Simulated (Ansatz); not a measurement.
The system is Li2O.

```
CELL_PARAMETERS angstrom
0.00000 2.32685 2.32685
2.32685 0.00000 2.32685
2.32685 2.32685 0.00000
ATOMIC_POSITIONS crystal
O 0.00000 0.00000 0.00000
Li 0.25000 0.25000 0.25000
Li 0.75000 0.75000 0.75000
```

The cell comes from a database or a generator and needn't be the stable form of this composition.

Base run:

```yaml
Program: Ansatz 0.2.0
Functional: PBE
Potentials_or_basis: Ansatz PAW
Cutoff: "420 eV (not typed: the program's choice for these potentials)"
k_mesh: 10 × 10 × 10
Occupations: fermi-dirac, width 0.05 eV
Spin: no spin polarisation
```

Its results: band gap on the k mesh 4.95 eV, indirect (least direct gap 5.11 eV); pressure -1.4 GPa.

Problem. After a change of settings the same cell gave: band gap on the k mesh 5.09 eV, indirect (least direct gap 5.20 eV); pressure 2.1 GPa. Which change was it?
A. functional from PBE to BLYP
B. functional from PBE to LDA
C. functional from PBE to PBEsol
D. functional from PBE to RPBE

Solution. D.

RPBE binds less tightly than PBE, so the same cell stands under more pressure.

Caveats: the PAW data sets come from PBE, with cores solved anew for the run's functional, which leaves a small shift of forces and pressure (some runs).
